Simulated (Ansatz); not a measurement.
Input for Ansatz (plane-wave DFT, PAW):

```yaml
crystal:
  lattice:
    - [3.4964011281, 0.0, 0.0]
    - [-1.748200564, 3.0279721987, 0.0]
    - [0.0, 0.0, 13.7008448591]
  atoms:
    - { symbol: Te, position: [0.3333333333, 0.6666666667, 0.6173401535] }
    - { symbol: Te, position: [0.6666666667, 0.3333333333, 0.1173401535] }
    - { symbol: Te, position: [0.3333333333, 0.6666666667, 0.8826598465] }
    - { symbol: Te, position: [0.6666666667, 0.3333333333, 0.3826598465] }
    - { symbol: Mo, position: [0.3333333333, 0.6666666667, 0.25] }
    - { symbol: Mo, position: [0.6666666667, 0.3333333333, 0.75] }
basis:
  ecutwfc: 500
kpoints:
  mp_grid: { grid: [12, 12, 2] }
  band_path: { path: [VBM, CBM], npoints: 2 }
hamiltonian:
  xc: r2scan
scf:
  occupations: { method: gaussian, width: 0.02 }
output:
  forces: false
  stress: false
  eigenvalues: true
checkpoint:
  read: start.run
  write: ck
  compress: false
  write_wavefunctions: false
  write_every: 100000
```

Launched with
```bash
ansatz run input.yaml --threads 2 --pin off --max-ram 5120MiB --backend cpu --events-out ev --progress --plain --runs-dir out
```

Theory: DFT r2SCAN, scalar-relativistic, plane waves, PAW (Ansatz).

Abridged output (final results; tables in files aren't shown):

```
SCF 1 converged in 2 iterations: F = -37916.121033 eV  dr2 = 1.03e-8
SCF converged after 2 iterations
Free energy (F): -37916.121033 eV
Harris-Foulkes:  -37916.121033 eV  (|F-HF|=6.28e-9)
Internal energy: -37916.121033 eV  (E = F + TS)
E sigma→0 (E₀):  -37916.121033 eV
Fermi energy:    13.389283 eV
--- Per-component energies (eV) ---
  E_band       = -1168.069412
  E_kinetic    = 1608.190263
  E_local      = -6934.873973  (includes V_loc(G=0)·N_el)
  E_nonlocal   = -953.537538
  E_hartree    = 3935.380688
  E_xc         = -820.073656
  E_vxc        = -961.947979  (∫ρ·V_xc dr)
  E_paw        = -25182.313328  (= ΣΔE_a)
  E_vpaw       = -1857.620826  (= ΣTr[D̂ρ^β])
  E_aug_tail   = -0.000142  (compensation charges beyond the density's cutoff)
  E_vtau       = 60.964453  (kinetic-family band-sum trace: ∫τ·v_τ [+ j·A + Jᵃ·Aᵃ] dr)
  E_ewald      = -9569.590362
  E_core_change = 0.697015  (= ΣΔE_core)
  E_smearing   =  0.000000  (= −TS)
--- Band table (eV; the first three rows and the last of 38) ---
  k-point 0: bands = ["-49.8220", "-49.8220", "-24.6827", "-24.6827", "-24.6819", "-24.6819", "-24.6658", "-24.6658", "-24.6653", "-24.6653", "-24.6118", "-24.6118", "-24.6086", "-24.6086", "-24.5990", "-24.5990", "-24.5960", "-24.5960", "-24.5871", "-24.5848", "-24.5777", "-24.5755", "-23.2599", "-23.2598", "-23.0889", "-23.0889", "-23.0889", "-23.0889", "-0.7794", "-0.3214", "0.0788", "0.7843", "6.6102", "8.2395", "9.4859", "11.0765", "11.0765", "11.1003", "11.1003", "11.8007", "11.8708", "11.8708", "11.9231", "11.9231", "12.7402", "13.0096", "15.9953", "15.9953", "16.1848", "16.1848", "16.1993", "16.1993", "16.5553", "16.5553", "19.4972", "19.8575"]
  k-point 1: bands = ["-49.8220", "-49.8220", "-24.6823", "-24.6823", "-24.6823", "-24.6823", "-24.6655", "-24.6655", "-24.6655", "-24.6655", "-24.6104", "-24.6104", "-24.6104", "-24.6104", "-24.5973", "-24.5973", "-24.5973", "-24.5973", "-24.5861", "-24.5861", "-24.5765", "-24.5765", "-23.2599", "-23.2599", "-23.0889", "-23.0889", "-23.0889", "-23.0889", "-0.6212", "-0.6212", "0.4964", "0.4964", "7.2116", "7.2116", "10.7751", "10.7751", "11.0881", "11.0881", "11.0881", "11.0881", "11.8972", "11.8972", "11.8972", "11.8972", "12.9386", "12.9386", "16.0373", "16.0373", "16.0373", "16.0373", "16.4291", "16.4291", "16.4291", "16.4291", "19.7540", "19.7540"]
  k-point 2: bands = ["-49.8213", "-49.8213", "-24.6818", "-24.6810", "-24.6809", "-24.6801", "-24.6675", "-24.6670", "-24.6641", "-24.6636", "-24.6125", "-24.6122", "-24.6093", "-24.6093", "-24.6016", "-24.5992", "-24.5987", "-24.5961", "-24.5861", "-24.5842", "-24.5767", "-24.5746", "-23.2536", "-23.2535", "-23.0999", "-23.0999", "-23.0908", "-23.0908", "-0.6728", "-0.2166", "0.1595", "0.8529", "6.7267", "8.3487", "9.4394", "10.8427", "10.8809", "11.1565", "11.1897", "11.4940", "11.7254", "11.7884", "11.8327", "11.8852", "12.8906", "12.8936", "15.6545", "15.7633", "15.8175", "15.9456", "15.9960", "16.0309", "16.3130", "16.3583", "19.9113", "20.2806"]
  k-point 37: bands = ["-49.8092", "-49.8092", "-24.6963", "-24.6963", "-24.6641", "-24.6641", "-24.6514", "-24.6514", "-24.6504", "-24.6504", "-24.6334", "-24.6334", "-24.6180", "-24.6180", "-24.6043", "-24.6043", "-24.6040", "-24.6040", "-24.5789", "-24.5789", "-24.5612", "-24.5612", "-23.2237", "-23.2237", "-23.1694", "-23.1694", "-23.1576", "-23.1576", "2.0444", "2.0444", "2.2261", "2.2261", "7.8730", "7.8730", "7.9731", "7.9731", "8.7154", "8.7154", "8.9617", "8.9617", "10.1123", "10.1123", "10.7422", "10.7422", "12.7476", "12.7476", "14.1063", "14.1063", "14.6341", "14.6341", "15.5105", "15.5105", "16.8546", "16.8546", "18.2612", "18.2612"]
```

The calculation finished and met its thresholds.

The run took 41 s on 2 threads of Arm Neoverse V2, on a shared host, peak memory 0.8 GiB.

The run starts from the saved density of an earlier one, so iterations and time are fewer than from atoms.